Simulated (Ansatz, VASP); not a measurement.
**One calculation of MgS, two programs**

```xyz
2
Lattice="0.0000 2.6149 2.6149 2.6149 0.0000 2.6149 2.6149 2.6149 0.0000" Properties=species:S:1:pos:R:3 pbc="T T T"
Mg    0.0000    0.0000    0.0000
S     2.6149    2.6149    2.6149
```

Alike in both runs: functional PBE; k mesh 8 × 8 × 8; occupations gaussian, width 0.02 eV; no spin polarisation.

Ansatz relaxed the structure, and its values are those at the end. VASP's run is a single point on that final structure, the one shown.

|  | VASP | Ansatz |
| --- | --- | --- |
| version | VASP 6.6.1 | Ansatz 0.2.0 |
| potentials or method | VASP PAW PBE potentials, release 64 (Mg, S) | scalar-relativistic, plane waves, PAW |
| plane-wave cutoff (eV) | 520 | 420 |
| valence electrons in the cell | 8 | 16 |

Ansatz gave:

```
gap on the k mesh at the Fermi level (eV) : 2.76
least direct gap on the mesh (eV)         : 3.60
pressure (GPa)                            : 0.0
```

**Question.** What did VASP give for the same quantities?

**Answer.** gap on the k mesh at the Fermi level (eV): 2.74; least direct gap on the mesh (eV): 3.59; pressure (GPa): -0.3.

The two sets of potentials don't hold the same shells in valence.

A k mesh can miss the band edges. PBE gaps usually lie below the measured ones, often by a third to a half.
